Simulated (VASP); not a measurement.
# GaAs (F-43m) in VASP: notebook, part 2 of 2

VASP 6.6.1.

### Step 4. Single point, PBE

Contents of INCAR:

```
ALGO = Normal
EDIFF = 1E-6
ENCUT = 520
GGA = PE
ISIF = 2
ISMEAR = 0
KPAR = 4
LASPH = True
LCHARG = False
LREAL = False
LWAVE = False
NBANDS = 16
NELM = 80
PREC = Accurate
SIGMA = 0.03
```

Contents of KPOINTS:

```
k-points
0
Gamma
  6 6 6
```

Contents of POSCAR:

```
GaAs
1.0
    0.0000000000      2.8268500000      2.8268500000
    2.8268500000      0.0000000000      2.8268500000
    2.8268500000      2.8268500000      0.0000000000
Ga As
1 1
Direct
    0.0000000000      0.0000000000      0.0000000000
    0.2500000000      0.2500000000      0.2500000000
```

Potentials or basis: VASP PAW PBE potentials, release 64 (Ga_d, As).

The run is started by

```sh
$ cat potpaw_PBE.64/Ga_d/POTCAR potpaw_PBE.64/As/POTCAR > POTCAR
$ mpirun -np 4 vasp_std > vasp.out
```

OUTCAR:

```text
EDIFF = 1E-6
   ENCUT = 520
   GGA = PE
   ISIF = 2
   ISMEAR = 0
   LASPH = True
   LREAL = False
   NELM = 80
   PREC = Accurate

 ion  position               nearest neighbor table
   1  0.000  0.000  0.000-   2 2.45   2 2.45   2 2.45   2 2.45
   2  0.250  0.250  0.250-   1 2.45   1 2.45   1 2.45   1 2.45

  LATTYP: Found a face centered cubic cell.
 ALAT       =     5.6537000000

  Lattice vectors:

 A1 = (   0.0000000000,   2.8268500000,   2.8268500000)
 A2 = (   2.8268500000,   0.0000000000,   2.8268500000)
 A3 = (   2.8268500000,   2.8268500000,   0.0000000000)

Analysis of symmetry for initial positions (statically):
=====================================================================
 Subroutine PRICEL returns:
 Original cell was already a primitive cell.

 Routine SETGRP: Setting up the symmetry group for a
 face centered cubic supercell.

 Subroutine GETGRP returns: Found 24 space group operations
 (whereof 24 operations were pure point group operations)
 out of a pool of 48 trial point group operations.

The static configuration has the point symmetry T_d .

Analysis of symmetry for dynamics (positions and initial velocities):
=====================================================================
 Subroutine PRICEL returns:
 Original cell was already a primitive cell.

 Routine SETGRP: Setting up the symmetry group for a
 face centered cubic supercell.

 Subroutine GETGRP returns: Found 24 space group operations
 (whereof 24 operations were pure point group operations)
 out of a pool of 48 trial point group operations.

The dynamic configuration has the point symmetry T_d .

 Subroutine INISYM returns: Found 24 space group operations
 (whereof 24 operations are pure point group operations),
 and found     1 'primitive' translations

----------------------------------------------------------------------------------------

                                     Primitive cell

  volume of cell :      45.1792

  direct lattice vectors                    reciprocal lattice vectors
     0.000000000  2.826850000  2.826850000    -0.176875321  0.176875321  0.176875321
     2.826850000  0.000000000  2.826850000     0.176875321 -0.176875321  0.176875321
     2.826850000  2.826850000  0.000000000     0.176875321  0.176875321 -0.176875321

  length of vectors
     3.997769609  3.997769609  3.997769609     0.306357042  0.306357042  0.306357042

  position of ions in fractional coordinates (direct lattice)
     0.000000000  0.000000000  0.000000000
     0.250000000  0.250000000  0.250000000

  ion indices of the primitive-cell ions
   primitive index   ion index
                 1           1
                 2           2

----------------------------------------------------------------------------------------

 KPOINTS: k-points

Automatic generation of k-mesh.
 Grid dimensions read from file:
 generate k-points for:    6    6    6

 Generating k-lattice:

  Cartesian coordinates                     Fractional coordinates (reciprocal lattice)
    -0.029479220  0.029479220  0.029479220     0.166666667  0.000000000  0.000000000
     0.029479220 -0.029479220  0.029479220     0.000000000  0.166666667  0.000000000
     0.029479220  0.029479220 -0.029479220     0.000000000  0.000000000  0.166666667

  Length of vectors
     0.051059507  0.051059507  0.051059507

  Shift w.r.t. Gamma in fractional coordinates (k-lattice)
     0.000000000  0.000000000  0.000000000

 Subroutine IBZKPT returns following result:
 ===========================================

 Found     16 irreducible k-points:

 Following reciprocal coordinates:
            Coordinates               Weight
  0.000000  0.000000  0.000000      1.000000
  0.166667  0.000000  0.000000      8.000000
  0.333333  0.000000  0.000000      8.000000
  0.500000  0.000000  0.000000      4.000000
  0.166667  0.166667  0.000000      6.000000
  0.333333  0.166667  0.000000     24.000000
[... 8 lines left out ...]
 -0.333333  0.333333  0.166667     24.000000
 -0.333333  0.500000  0.166667     12.000000
   k-points           NKPTS =     16   k-points in BZ     NKDIM =     16   number of bands    NBANDS=     16
   number of dos      NEDOS =    301   number of ions     NIONS =      2
   total plane-waves  NPLWV =  27000
   dimension x,y,z NGX =    30 NGY =   30 NGZ =   30
   dimension x,y,z NGXF=    60 NGYF=   60 NGZF=   60
   ions per type =               1   1
   NGX,Y,Z   is equivalent  to a cutoff of  12.48, 12.48, 12.48 a.u.
   NGXF,Y,Z  is equivalent  to a cutoff of  24.95, 24.95, 24.95 a.u.
 SYSTEM =  unknown system
   PREC   = accura    normal or accurate (medium, high low for compatibility)
   ISTART =      0    job   : 0-new  1-cont  2-samecut
   ICHARG =      2    charge: 1-file 2-atom 10-const
   ISPIN  =      1    spin polarized calculation?
   LNONCOLLINEAR =      F non collinear calculations
   LSORBIT =      F    spin-orbit coupling
   LASPH  =      T    aspherical Exc in radial PAW
   ENCUT  =  520.0 eV  38.22 Ry    6.18 a.u.   7.43  7.43  7.43*2*pi/ulx,y,z
   NELM   =     80;   NELMIN=  2; NELMDL= -5     # of ELM steps
   EDIFF  = 0.1E-05   stopping-criterion for ELM
   LREAL  =      F    real-space projection
   EDIFFG = 0.1E-04   stopping-criterion for IOM
   NSW    =      0    number of steps for IOM
   IBRION =     -1    ionic relax: 0-MD 1-quasi-New 2-CG
   NFREE  =      0    steps in history (QN), initial steepest desc. (CG)
   ISIF   =      2    stress and relaxation
   ISYM   =      2    0-nonsym 1-usesym 2-fastsym
   POTIM  = 0.5000    time-step for ionic-motion
   TEBEG  =    0.0;   TEEND  =   0.0 temperature during run
   PSTRESS=    0.0 pullay stress
   NELECT =      18.0000    total number of electrons
   NUPDOWN=      -1.0000    fix difference up-down
   EMIN   =  10.00;   EMAX   =-10.00  energy-range for DOS
   EFERMI =   0.00;   METHOD = LEGACY
   ISMEAR =     0;   SIGMA  =   0.03  broadening in eV -4-tet -1-fermi 0-gaus
   EFERMI_NEDOS =   21; number of points for ismear=-14 and -15
   IALGO  =     38    algorithm
   IMIX   =      4    mixing-type and parameters
     AMIX     =   0.40;   BMIX     =  1.00
     AMIX_MAG =   1.60;   BMIX_MAG =  1.00
  volume/ion in A,a.u.               =      22.59       152.44
  Fermi-wavevector in a.u.,A,eV,Ry     =   1.204628  2.276417 19.743799  1.451128
  Thomas-Fermi vector in A             =   2.340347
   LORBIT       =      0    0 simple, 1 ext, 2 COOP (PROOUT), +10 PAW based schemes
   GGA     = PE    functional components
   LHFCALC =     F    Hartree Fock is set to
   AEXX    =    0.0000 exact exchange contribution
   IVDW    =     0    specifies the selected vdW correction
   LEPSILON=     F    determine dielectric tensor
   LRPA    =     F    only Hartree local field effects (RPA)
 non-spin polarized calculation
 Gauss-broadening in eV      SIGMA  =   0.03
  energy-cutoff  :      520.00
  volume of cell :       45.18
 maximum number of plane-waves:      1243
 NGX is ok and might be reduce to    30
   NGX = 15   NGY = 15   NGZ = 15

 number of electron      17.9999995 magnetization

 Free energy of the ion-electron system (eV)
  ---------------------------------------------------
  ext. energy  EPLUGINS =         0.00000000
  ---------------------------------------------------
  free energy    TOTEN  =        -8.22700783 eV

  energy without entropy =       -8.22700783  energy(sigma->0) =       -8.22700783

 E-fermi :   4.0646     XC(G=0):  -9.5835

 val. band max:        3.9404533089   @ k =   0.0000   0.0000   0.0000
 cond. band min:       4.4583944268   @ k =   0.0000   0.0000   0.0000
 fundamental gap:      0.5179411179
 Fermi energy:         4.0645600841

 k-point     1 :       0.0000    0.0000    0.0000
  band No.  band energies     occupation
      1     -10.8784      2.00000
      2     -10.8784      2.00000
      3     -10.8784      2.00000
      4     -10.7994      2.00000
      5     -10.7994      2.00000
      6      -8.7856      2.00000
[... 8 lines left out ...]
     15      14.0578      0.00000
     16      14.0578      0.00000
[... 267 lines left out ...]
 k-point    16 :      -0.3333    0.5000    0.1667
  band No.  band energies     occupation
      1     -10.9796      2.00000
      2     -10.8427      2.00000
      3     -10.8334      2.00000
      4     -10.8143      2.00000
      5     -10.7923      2.00000
      6      -6.2351      2.00000
[... 8 lines left out ...]
     15      16.1479      0.00000
     16      17.2726      0.00000

------------------------ aborting loop because EDIFF is reached ----------------------------------------

  FORCE on cell =-STRESS in cart. coord.  units (eV):
  Direction    XX          YY          ZZ          XY          YZ          ZX
  --------------------------------------------------------------------------------------
  -------------------------------------------------------------------------------------
  Total        0.9686609      0.9686609      0.9686609      0.0000000      0.0000000     -0.0000000
  in kB       34.3513715     34.3513715     34.3513715      0.0000000      0.0000000     -0.0000000
  external PRESSURE =      34.3513715 kB  Pullay stress =       0.0000000 kB

 VOLUME and BASIS-vectors are now :
 -----------------------------------------------------------------------------
  energy-cutoff  :      520.00
  volume of cell :       45.18
      direct lattice vectors                 reciprocal lattice vectors
     0.000000000  2.826850000  2.826850000    -0.176875321  0.176875321  0.176875321
     2.826850000  0.000000000  2.826850000     0.176875321 -0.176875321  0.176875321
     2.826850000  2.826850000  0.000000000     0.176875321  0.176875321 -0.176875321

 POSITION                                       TOTAL-FORCE (eV/Angst)
 -----------------------------------------------------------------------------------
      0.00000      0.00000      0.00000         0.000000     -0.000000      0.000000
      1.41342      1.41342      1.41342        -0.000000      0.000000     -0.000000
 -----------------------------------------------------------------------------------
    total drift:                                0.000002      0.000002      0.000002

  FREE ENERGIE OF THE ION-ELECTRON SYSTEM (eV)
  ---------------------------------------------------
  free  energy   TOTEN  =        -8.2270078315 eV

  energy  without entropy=       -8.2270078315  energy(sigma->0) =       -8.22700783
```

Wall time 4.3 s (4 MPI ranks of Intel Xeon Platinum 8488C (Sapphire Rapids), shared host); peak memory 0.15 GiB.

What came out:

```yaml
Free_energy: -8.2270 eV
Pressure: 3.4 GPa
Band_gap_on_the_k_mesh: 0.52 eV, direct
```

### Step 5. Relaxation of cell and atoms, RPBE

Contents of INCAR:

```
SYSTEM = GaAs
PREC     = Accurate       ! precision mode
ENCUT    = 600            ! plane-wave cutoff, eV
EDIFF    = 1E-6           ! SCF threshold, eV
ISMEAR   = 0              ! smearing method
SIGMA    = 0.03           ! smearing width, eV
LREAL    = .FALSE.        ! projectors in reciprocal space
LASPH    = .TRUE.         ! aspherical terms in the spheres
NELM     = 80             ! most SCF steps
ALGO     = Normal         ! electronic algorithm
ISIF     = 3              ! what is computed and relaxed
LWAVE    = .FALSE.        ! write WAVECAR
LCHARG   = .FALSE.        ! write CHGCAR
GGA      = RP             ! functional
IBRION   = 2              ! ionic algorithm
NSW      = 90             ! ionic steps
EDIFFG   = -0.01          ! ionic threshold
```

Contents of KPOINTS:

```
regular mesh
0
G
  10 10 10
  0 0 0
```

POSCAR is that of step 4.

The run is started by

```sh
$ cat potpaw_PBE.64/Ga_d/POTCAR potpaw_PBE.64/As/POTCAR > POTCAR
$ mpirun -np 1 vasp_std > vasp.out
```

Run time: 26 s. Hardware: 1 thread of Intel Xeon 6975P-C (Granite Rapids), shared host; peak memory 0.21 GiB.

It converged, with:

```yaml
Free_energy: -7.5998 eV
Relaxed_volume: 24.50 Å³/atom
Relaxed_cell: a = 4.108 Å, b = 4.108 Å, c = 4.108 Å, α = 60.00°, β = 60.00°, γ = 60.00°
Space_group_after_relaxing_to_0.05_Å: F-43m (No. 216)
Energy_gained_by_relaxing: 29.6 meV/atom
Ionic_steps: 3
Pressure_after_relaxing: 0.0 GPa
Band_gap_on_the_k_mesh: 0.05 eV, direct
```

Step by step:
| step | energy change (eV) | largest force (eV/Å) | pressure (GPa) | volume (Å³) |
| --- | --- | --- | --- | --- |
| 1 | 0.0000 | 0.0000 | 5.40 | 45.18 |
| 2 | -0.0533 | 0.0000 | -1.23 | 50.34 |
| 3 | -0.0592 | 0.0000 | -0.04 | 49.00 |

Final structure:
```yaml
crystal:
  lattice:
    - [0.00000, 2.90446, 2.90446]
    - [2.90446, 0.00000, 2.90446]
    - [2.90446, 2.90446, 0.00000]
  atoms:
    - { symbol: Ga, position: [0.00000, 0.00000, 0.00000] }
    - { symbol: As, position: [0.25000, 0.25000, 0.25000] }
```

Levels at points of the mesh, in eV from the valence-band top:
```
           k point  band 6  band 7  band 8  band 9  band 10  band 11  band 12  band 13
(0.00, 0.00, 0.00)  -12.13    0.00    0.00    0.00     0.05     3.73     3.73     3.73
(0.50, 0.00, 0.00)  -10.61   -6.17   -1.02   -1.02     0.88     4.64     4.64     7.83
(0.50, 0.50, 0.00)   -9.98   -6.41   -2.39   -2.39     1.72     1.77     9.59     9.59
```

Caveat: the PAW data sets were made with another functional, which shifts forces and pressure a little. Zero-point motion and thermal expansion aren't in these numbers.

### Step 6. Summary

```csv
task,level,potentials or basis,cell,k mesh,cutoff (eV),gap on the mesh (eV),pressure (GPa)
relaxation of cell and atoms,LDA,"VASP PAW LDA potentials, release 64 (Ga_d, As)",relaxed,10 × 10 × 10,600,0.51,0.0
single point,PBE,"VASP PAW PBE potentials, release 64 (Ga_d, As)","F-43m, 22.59 Å³/atom",6 × 6 × 6,520,0.52,3.4
relaxation of cell and atoms,RPBE,"VASP PAW PBE potentials, release 64 (Ga_d, As)",relaxed,10 × 10 × 10,600,0.05,0.0
```

Alike in all rows: no spin polarisation; smearing gaussian 0.03 eV.

Caveats: the relaxation stopped at its first step, so nothing moved (some runs); the PAW data sets were made with another functional, which shifts forces and pressure a little (some runs).

Absolute energies hang on the potentials; compare differences alone.

### Step 7. Against experiment

Step 4. A measured gap of GaAs is 1.418 eV (direct; 300 K; “Evidence of valence band perturbations in GaAsN/GaAs(001): A combined variable-angle spectroscopic ellipsometry and modulated photoreflectance investigation”, 2008, arxiv:0805.2212); the calculated 0.52 eV misses it by -0.90 eV. 3 values of this kind are on record (1.412 to 1.51 eV); this one was drawn at random among those near their median, those with a stated uncertainty first. Spin-orbit coupling on As, Ga is left out. The value is that of PBE on a finite k mesh, which can miss the band edges, without temperature or zero-point motion. Semilocal functionals fall short of measured gaps as a rule.
